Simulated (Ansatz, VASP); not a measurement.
ZnO in VASP and in Ansatz

```
Zn O
1.0
     3.03669    0.00000    0.00000
    -1.51834    2.62985    0.00000
     0.00000    0.00000    5.51033
Zn O
2 2
Direct
  0.66667 0.33333 0.51546
  0.33333 0.66667 0.01546
  0.66667 0.33333 0.86485
  0.33333 0.66667 0.36485
```

Change from the starting cell: biaxial strain in the a-b plane, c and atoms relaxed: -6.0 %.

Alike in both runs: functional PBEsol; k mesh 9 × 9 × 6; occupations gaussian, width 0.02 eV; no spin polarisation.

Ansatz relaxed the structure, and its values are those at the end. VASP's run is a single point on that final structure, the one shown.

|  | VASP | Ansatz |
| --- | --- | --- |
| version | VASP 6.6.1 | Ansatz 0.2.0 |
| potentials or method | VASP PAW PBE potentials, release 64 (Zn, O) | scalar-relativistic, plane waves, PAW |
| plane-wave cutoff (eV) | 520 | 420 |
| valence electrons in the cell | 36 | 36 |

```tsv
	VASP	Ansatz	Ansatz less VASP
gap on the k mesh at the Fermi level (eV)	0.58	0.59	+0.012
least direct gap on the mesh (eV)	0.58	0.59	+0.012
pressure (GPa)	10.5	9.2	-1.32
rms of the force components (eV/Å)	0.015	0.000	-0.0147
```

Caveats: the PAW data sets were made with another functional, which shifts forces and pressure a little (VASP).
